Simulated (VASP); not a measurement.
Write the native input for VASP 6.6.1 that does the following.

```yaml
Task: single point
Functional: RPBE
Dispersion: D4
Potentials_or_basis: VASP PAW PBE potentials, release 64 (Se, Ti_sv)
Cutoff: 520 eV
k_mesh: 9 × 9 × 5
Occupations: gaussian, width 0.05 eV
Spin: no spin polarisation
Hubbard_terms: Ti d U = 4.0 eV
Dipole_correction: no
Further_INCAR_settings: ALGO = Normal; EDIFF = 1e-06; NBANDS = 19
```

The structure of TiSe2 lies in POSCAR:

```
TiSe2
1.0
    3.4638164804      0.0000000000      0.0000000000
   -1.7319082402      2.9997530661      0.0000000000
    0.0000000000      0.0000000000      5.8814349967
Se Ti
2 1
Direct
    0.6666666667      0.3333333333      0.7448000000
    0.3333333333      0.6666666667      0.2552000000
    0.0000000000      0.0000000000      0.0000000000
```

The cell isn't the ideal one: volume scaled by 0.94.

These files were run (other wordings do the same):

INCAR

```
PREC = Accurate
ENCUT = 520
EDIFF = 1E-6
ISMEAR = 0
SIGMA = 0.05
LREAL = False
LASPH = True
NELM = 150
ALGO = Normal
ISIF = 2
LWAVE = False
LCHARG = False
LMAXMIX = 4
LDAU = True
LDAUTYPE = 2
LDAUL = -1 2
LDAUU = 0 4
LDAUJ = 0 0
LDAUPRINT = 1
GGA = RP
IVDW = 13
NBANDS = 19
```

KPOINTS

```
regular mesh
0
Gamma
  9 9 5
```

Potentials or basis: VASP PAW PBE potentials, release 64 (Se, Ti_sv).

Launch:

```sh
$ cat potpaw_PBE.64/Se/POTCAR potpaw_PBE.64/Ti_sv/POTCAR > POTCAR
$ mpirun -np 1 vasp_std > vasp.out
```

It gave:

```yaml
Pressure: 8.3 GPa
Largest_force: 1.102 eV/Å
Band_gap_on_the_k_mesh: none (metal or under the smearing width)
Dispersion_energy_per_atom: -0.722 eV
```

Caveat: the PAW data sets were made with another functional, which shifts forces and pressure a little; U without spin polarisation on a metal has little footing.

It took 52 s on 1 thread of AMD EPYC 7R43 64-Core Processor (Zen 3), on a shared host, peak memory 0.18 GiB.
